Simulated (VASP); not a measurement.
# Au (P6_3/mmc) in VASP: notebook

The runs below take Au through relaxation of cell and atoms, with r2SCAN, r2SCAN+rVV10.

All numbers are computed with VASP 6.6.1; they aren't measurements. Logs are shortened: lines on timing, memory, paths and dates and some standing lists are left out, and cuts for length are marked.

### 1 Starting point

The structure is hexagonal, space group P6_3/mmc (No. 194). Conventional cell: a = 2.886 Å, b = 2.886 Å, c = 4.713 Å, α = 90.00°, β = 90.00°, γ = 120.00°. Au (site symmetry -6m2) has 12 Au at 2.89 Å as nearest neighbours.

This isn't the form of Au at room conditions, which is fcc.

### 2 Relaxation of cell and atoms, r2SCAN

Input file INCAR:

```
PREC     = Accurate       # precision mode
ENCUT    = 600            # plane-wave cutoff, eV
EDIFF    = 1E-7           # SCF threshold, eV
ISMEAR   = 0              # smearing method
SIGMA    = 0.1            # smearing width, eV
LREAL    = F              # projectors in reciprocal space
LASPH    = T              # aspherical terms in the spheres
NELM     = 80             # most SCF steps
ALGO     = Normal         # electronic algorithm
ISIF     = 3              # what is computed and relaxed
LWAVE    = F              # write WAVECAR
LCHARG   = F              # write CHGCAR
METAGGA  = R2SCAN         # meta-GGA
LMIXTAU  = T            
IBRION   = 2              # ionic algorithm
NSW      = 90             # ionic steps
EDIFFG   = -0.005         # ionic threshold
```

Input file KPOINTS:

```
regular mesh
0
Gamma
  18 18 10
```

Input file POSCAR:

```
Au
1.0
    2.8861660000      0.0000000000      0.0000000000
   -1.4430830000      2.4994930800      0.0000000000
    0.0000000000      0.0000000000      4.7131090800
Au
2
Direct
    0.3333333300      0.6666666700      0.2500000000
    0.6666666700      0.3333333300      0.7500000000
```

Potentials or basis: VASP PAW PBE potentials, release 64 (Au).

Started as:

```
$ cat potpaw_PBE.64/Au/POTCAR > POTCAR
$ mpirun -np 1 vasp_std > vasp.out
```

OUTCAR:

```text
PREC = Accurate
   ENCUT = 600
   EDIFF = 1E-7
   ISMEAR = 0
   LREAL = F
   LASPH = T
   NELM = 80
   ISIF = 3
   METAGGA = R2SCAN
   IBRION = 2
   NSW = 90
   EDIFFG = -0.005

 ion  position               nearest neighbor table
   1  0.333  0.667  0.250-   2 2.89   2 2.89   2 2.89   2 2.89   2 2.89   2 2.89
   2  0.667  0.333  0.750-   1 2.89   1 2.89   1 2.89   1 2.89   1 2.89   1 2.89

  LATTYP: Found a hexagonal cell.
 ALAT       =     2.8861660000
 C/A-ratio  =     1.6330000007

  Lattice vectors:

 A1 = (   2.8861660000,   0.0000000000,   0.0000000000)
 A2 = (  -1.4430830000,   2.4994930800,   0.0000000000)
 A3 = (   0.0000000000,   0.0000000000,   4.7131090800)

Analysis of symmetry for initial positions (statically):
=====================================================================
 Subroutine PRICEL returns:
 Original cell was already a primitive cell.

 Routine SETGRP: Setting up the symmetry group for a
 hexagonal supercell.

 Subroutine GETGRP returns: Found 24 space group operations
 (whereof 12 operations were pure point group operations)
 out of a pool of 24 trial point group operations.

The static configuration has the point symmetry D_3d.
 The point group associated with its full space group is D_6h.

Analysis of symmetry for dynamics (positions and initial velocities):
=====================================================================
 Subroutine PRICEL returns:
 Original cell was already a primitive cell.

 Routine SETGRP: Setting up the symmetry group for a
 hexagonal supercell.

 Subroutine GETGRP returns: Found 24 space group operations
 (whereof 12 operations were pure point group operations)
 out of a pool of 24 trial point group operations.

The dynamic configuration has the point symmetry D_3d.
 The point group associated with its full space group is D_6h.

 Subroutine INISYM returns: Found 24 space group operations
 (whereof 12 operations are pure point group operations),
 and found     1 'primitive' translations

----------------------------------------------------------------------------------------

                                     Primitive cell

  volume of cell :      34.0001

  direct lattice vectors                    reciprocal lattice vectors
     2.886166000  0.000000000  0.000000000     0.346480417  0.200040562  0.000000000
    -1.443083000  2.499493080  0.000000000     0.000000000  0.400081124  0.000000000
     0.000000000  0.000000000  4.713109080     0.000000000  0.000000000  0.212174168

  length of vectors
     2.886166000  2.886166004  4.713109080     0.400081124  0.400081124  0.212174168

  position of ions in fractional coordinates (direct lattice)
     0.333333330  0.666666670  0.250000000
     0.666666670  0.333333330  0.750000000

  ion indices of the primitive-cell ions
   primitive index   ion index
                 1           1
                 2           2

----------------------------------------------------------------------------------------

 KPOINTS: regular mesh

Automatic generation of k-mesh.
 Grid dimensions read from file:
 generate k-points for:   18   18   10

 Generating k-lattice:

  Cartesian coordinates                     Fractional coordinates (reciprocal lattice)
     0.019248912  0.011113365  0.000000000     0.055555556 -0.000000000  0.000000000
     0.000000000  0.022226729  0.000000000     0.000000000  0.055555556  0.000000000
     0.000000000  0.000000000  0.021217417     0.000000000  0.000000000  0.100000000

  Length of vectors
     0.022226729  0.022226729  0.021217417

  Shift w.r.t. Gamma in fractional coordinates (k-lattice)
     0.000000000  0.000000000  0.000000000

 Subroutine IBZKPT returns following result:
 ===========================================

 Found    222 irreducible k-points:

 Following reciprocal coordinates:
            Coordinates               Weight
  0.000000  0.000000  0.000000      1.000000
  0.055556 -0.000000  0.000000      6.000000
  0.111111 -0.000000  0.000000      6.000000
  0.166667  0.000000  0.000000      6.000000
  0.222222 -0.000000  0.000000      6.000000
  0.277778 -0.000000  0.000000      6.000000
[... 16 lines left out ...]
  0.333333  0.111111  0.000000     12.000000
  0.388889  0.111111  0.000000     12.000000
 [... further k-points ...]
   k-points           NKPTS =    222   k-points in BZ     NKDIM =    222   number of bands    NBANDS=     15
   number of dos      NEDOS =    301   number of ions     NIONS =      2
   total plane-waves  NPLWV =  23040
   dimension x,y,z NGX =    24 NGY =   24 NGZ =   40
   dimension x,y,z NGXF=    48 NGYF=   48 NGZF=   80
   ions per type =               2
   NGX,Y,Z   is equivalent  to a cutoff of  13.82, 13.82, 14.11 a.u.
   NGXF,Y,Z  is equivalent  to a cutoff of  27.65, 27.65, 28.22 a.u.
 SYSTEM =  unknown system
   PREC   = accura    normal or accurate (medium, high low for compatibility)
   ISTART =      0    job   : 0-new  1-cont  2-samecut
   ICHARG =      2    charge: 1-file 2-atom 10-const
   ISPIN  =      1    spin polarized calculation?
   LNONCOLLINEAR =      F non collinear calculations
   LSORBIT =      F    spin-orbit coupling
   LASPH  =      T    aspherical Exc in radial PAW
   ENCUT  =  600.0 eV  44.10 Ry    6.64 a.u.   5.76  5.76  9.41*2*pi/ulx,y,z
   NELM   =     80;   NELMIN=  2; NELMDL= -5     # of ELM steps
   EDIFF  = 0.1E-06   stopping-criterion for ELM
   LREAL  =      F    real-space projection
   EDIFFG = -.5E-02   stopping-criterion for IOM
   NSW    =     90    number of steps for IOM
   IBRION =      2    ionic relax: 0-MD 1-quasi-New 2-CG
   NFREE  =      1    steps in history (QN), initial steepest desc. (CG)
   ISIF   =      3    stress and relaxation
   ISYM   =      2    0-nonsym 1-usesym 2-fastsym
   POTIM  = 0.5000    time-step for ionic-motion
   TEBEG  =    0.0;   TEEND  =   0.0 temperature during run
   PSTRESS=    0.0 pullay stress
   NELECT =      22.0000    total number of electrons
   NUPDOWN=      -1.0000    fix difference up-down
   EMIN   =  10.00;   EMAX   =-10.00  energy-range for DOS
   EFERMI =   0.00;   METHOD = LEGACY
   ISMEAR =     0;   SIGMA  =   0.10  broadening in eV -4-tet -1-fermi 0-gaus
   EFERMI_NEDOS =   21; number of points for ismear=-14 and -15
   IALGO  =     38    algorithm
   IMIX   =      4    mixing-type and parameters
     AMIX     =   0.40;   BMIX     =  1.00
     AMIX_MAG =   1.60;   BMIX_MAG =  1.00
  volume/ion in A,a.u.               =      17.00       114.72
  Fermi-wavevector in a.u.,A,eV,Ry     =   1.415975  2.675804 27.279466  2.004984
  Thomas-Fermi vector in A             =   2.537357
   LORBIT       =      0    0 simple, 1 ext, 2 COOP (PROOUT), +10 PAW based schemes
   METAGGA = R2SCAN    functional components
   LHFCALC =     F    Hartree Fock is set to
   AEXX    =    0.0000 exact exchange contribution
   IVDW    =     0    specifies the selected vdW correction
   LEPSILON=     F    determine dielectric tensor
   LRPA    =     F    only Hartree local field effects (RPA)
 conjugate gradient relaxation of ions
 non-spin polarized calculation
 Gauss-broadening in eV      SIGMA  =   0.10
  energy-cutoff  :      600.00
  volume of cell :       34.00
 maximum number of plane-waves:      1170
 NGX is ok and might be reduce to    24

--------------------------------------- Ionic step        1  -------------------------------------------

 number of electron      22.0000003 magnetization

 Free energy of the ion-electron system (eV)
  ---------------------------------------------------
  ext. energy  EPLUGINS =         0.00000000
  ---------------------------------------------------
  free energy    TOTEN  =      -101.14689192 eV

  energy without entropy =     -101.14350025  energy(sigma->0) =     -101.14519609

------------------------ aborting loop because EDIFF is reached ----------------------------------------

  FORCE on cell =-STRESS in cart. coord.  units (eV):
  Direction    XX          YY          ZZ          XY          YZ          ZX
  --------------------------------------------------------------------------------------
  -------------------------------------------------------------------------------------
  Total        1.1364797      1.1364797      1.5586143      0.0000000      0.0000000      0.0000000
  in kB       53.5539544     53.5539546     73.4460595      0.0000000      0.0000000      0.0000000
  external PRESSURE =      60.1846562 kB  Pullay stress =       0.0000000 kB
[... 237 lines left out ...]
  energy  without entropy=     -101.1686789506  energy(sigma->0) =     -101.17053374

--------------------------------------- Ionic step        8  -------------------------------------------

 number of electron      22.0000001 magnetization

 Free energy of the ion-electron system (eV)
  ---------------------------------------------------
  ext. energy  EPLUGINS =         0.00000000
  ---------------------------------------------------
  free energy    TOTEN  =      -101.17282195 eV

  energy without entropy =     -101.16898191  energy(sigma->0) =     -101.17090193

 E-fermi :   8.7558     XC(G=0): -13.3818

 val. band max:        8.7537670424   @ k =   0.3889   0.0000   0.4000
 cond. band min:       8.8081013276   @ k =   0.4444  -0.0000   0.5000
 fundamental gap:      0.0543342852
 Fermi energy:         8.7558129719

 k-point     1 :       0.0000    0.0000    0.0000
  band No.  band energies     occupation
      1      -0.9500      2.00000
      2       1.3930      2.00000
      3       3.8173      2.00000
      4       4.1066      2.00000
      5       4.1066      2.00000
      6       4.4008      2.00000
      7       4.4008      2.00000
      8       5.0887      2.00000
      9       5.0887      2.00000
     10       6.4005      2.00000
     11       6.4005      2.00000
     12       7.9305      2.00000
     13      11.3135      0.00000
     14      24.2417      0.00000
     15      25.2163      0.00000
[... 397 lines left out ...]
 k-point    24 :       0.3889    0.1111    0.0000
  band No.  band energies     occupation
      1       2.1678      2.00000
      2       2.2156      2.00000
      3       2.5446      2.00000
      4       4.0444      2.00000
      5       4.3273      2.00000
      6       4.5083      2.00000
      7       4.6603      2.00000
      8       6.3851      2.00000
      9       6.4954      2.00000
     10       6.6708      2.00000
     11       8.6729      1.75907
     12      11.7478      0.00000
     13      14.1733      0.00000
     14      16.3390      0.00000
     15      16.9195      0.00000

 [... further k-points ...]
[... 5 lines left out ...]
  --------------------------------------------------------------------------------------
  -------------------------------------------------------------------------------------
  Total        0.0093002      0.0093002     -0.0017848      0.0000000      0.0000000      0.0000000
  in kB        0.4225400      0.4225400     -0.0810869      0.0000000      0.0000000      0.0000000
  external PRESSURE =       0.2546643 kB  Pullay stress =       0.0000000 kB
[... 17 lines left out ...]
  FREE ENERGIE OF THE ION-ELECTRON SYSTEM (eV)
  ---------------------------------------------------
  free  energy   TOTEN  =      -101.1728219512 eV

  energy  without entropy=     -101.1689819129  energy(sigma->0) =     -101.17090193

 reached required accuracy - stopping structural energy minimisation
```

It took 18 min on 1 thread of Intel Xeon 6975P-C (Granite Rapids), shared host; peak memory 0.27 GiB.

Results:

```yaml
Free_energy: -101.1728 eV
Relaxed_volume: 17.63 Å³/atom
Relaxed_cell: a = 2.891 Å, b = 2.891 Å, c = 4.871 Å, α = 90.00°, β = 90.00°, γ = 120.00°
Space_group_after_relaxing_to_0.05_Å: P6_3/mmc (No. 194)
Energy_gained_by_relaxing: 13.0 meV/atom
Ionic_steps: 8
Pressure_after_relaxing: 0.0 GPa
Band_gap_on_the_k_mesh: none (metal or under the smearing width)
```

Step by step:
```tsv
step	energy change (eV)	largest force (eV/Å)	pressure (GPa)	volume (Å³)
1	0.0000	0.0000	6.02	34.00
2	0.0230	0.0000	-7.12	37.24
3	-0.0233	0.0000	-0.17	35.28
4	-0.0233	0.0000	-0.06	35.26
5	-0.0245	0.0000	0.00	35.24
6	-0.0259	0.0000	0.33	35.19
7	-0.0255	0.0000	-0.73	35.45
8	-0.0259	0.0000	0.03	35.26
```

Final structure:
```xyz
2
Lattice="2.8913 0.0000 0.0000 -1.4457 2.5040 0.0000 0.0000 0.0000 4.8709" Properties=species:S:1:pos:R:3 pbc="T T T"
Au    0.0000    1.6693    1.2177
Au    1.4457    0.8347    3.6532
```

Levels at points of the mesh, in eV from the Fermi level:
```tsv
k point	band 9	band 10	band 11	band 12	band 13	band 14
(0.00, 0.00, 0.00)	-3.67	-2.36	-2.36	-0.83	2.56	15.49
(0.50, 0.00, 0.00)	-2.02	-1.85	0.45	1.59	5.96	7.44
(0.00, 0.00, 0.50)	-2.80	-2.80	-2.80	-2.80	10.84	10.84
(0.50, 0.00, 0.50)	-1.92	-1.92	0.68	0.68	3.97	3.97
```

Caveat: the PAW data sets were made with another functional, which shifts forces and pressure a little. Spin-orbit coupling is left out, which matters for the levels of Au.

### 3 Relaxation of cell and atoms, r2SCAN+rVV10

Changes to INCAR since step 2:

```diff
@@ -14,2 +14,6 @@
 LMIXTAU  = T            
+LUSE_VDW = T            
+IVDW_NL  = 2            
+BPARAM   = 11.95        
+CPARAM   = 0.0093       
 IBRION   = 2              # ionic algorithm
```

KPOINTS is that of step 2.

POSCAR is that of step 2.

Potentials or basis: VASP PAW PBE potentials, release 64 (Au).

Started as:

```
$ cat potpaw_PBE.64/Au/POTCAR > POTCAR
$ mpirun -np 1 vasp_std > vasp.out
```

Wall time 26 min (1 thread of Intel Xeon 6975P-C (Granite Rapids), shared host); peak memory 0.4 GiB.

Results (log left out):

| Quantity | Value |
| --- | --- |
| Free energy | -100.7522 eV |
| Relaxed volume | 17.41 Å³/atom |
| Relaxed cell | a = 2.884 Å, b = 2.884 Å, c = 4.835 Å, α = 90.00°, β = 90.00°, γ = 120.00° |
| Space group after relaxing (to 0.05 Å) | P6_3/mmc (No. 194) |
| Energy gained by relaxing | 6.6 meV/atom |
| Ionic steps | 10 |
| Pressure after relaxing | 0.0 GPa |
| Band gap on the k mesh | none (metal or under the smearing width) |

The path:
```tsv
step	energy change (eV)	largest force (eV/Å)	pressure (GPa)	volume (Å³)
1	0.0000	0.0000	4.04	34.00
2	0.0120	0.0000	-5.47	36.15
3	-0.0109	0.0000	-0.19	34.85
4	-0.0109	0.0000	-0.11	34.83
5	-0.0121	0.0000	-0.01	34.81
6	-0.0129	0.0000	0.14	34.79
7	-0.0127	0.0000	0.53	34.73
8	-0.0131	0.0000	0.29	34.76
9	-0.0129	0.0000	-0.58	34.96
10	-0.0132	0.0000	0.01	34.83
```

Final structure:
```xyz
2
Lattice="2.8841 0.0000 0.0000 -1.4420 2.4977 0.0000 0.0000 0.0000 4.8346" Properties=species:S:1:pos:R:3 pbc="T T T"
Au    0.0000    1.6651    1.2087
Au    1.4420    0.8326    3.6260
```

Levels at points of the mesh, in eV from the Fermi level:
| k point | band 9 | band 10 | band 11 | band 12 | band 13 | band 14 |
| --- | --- | --- | --- | --- | --- | --- |
| (0.00, 0.00, 0.00) | -3.72 | -2.35 | -2.35 | -0.88 | 2.70 | 15.44 |
| (0.50, 0.00, 0.00) | -2.03 | -1.84 | 0.43 | 1.60 | 6.02 | 7.57 |
| (0.00, 0.00, 0.50) | -2.81 | -2.81 | -2.81 | -2.81 | 11.04 | 11.04 |
| (0.50, 0.00, 0.50) | -1.92 | -1.92 | 0.63 | 0.63 | 4.04 | 4.04 |

Caveat: the PAW data sets were made with another functional, which shifts forces and pressure a little. The run has no spin-orbit coupling, so splittings on Au are missing.
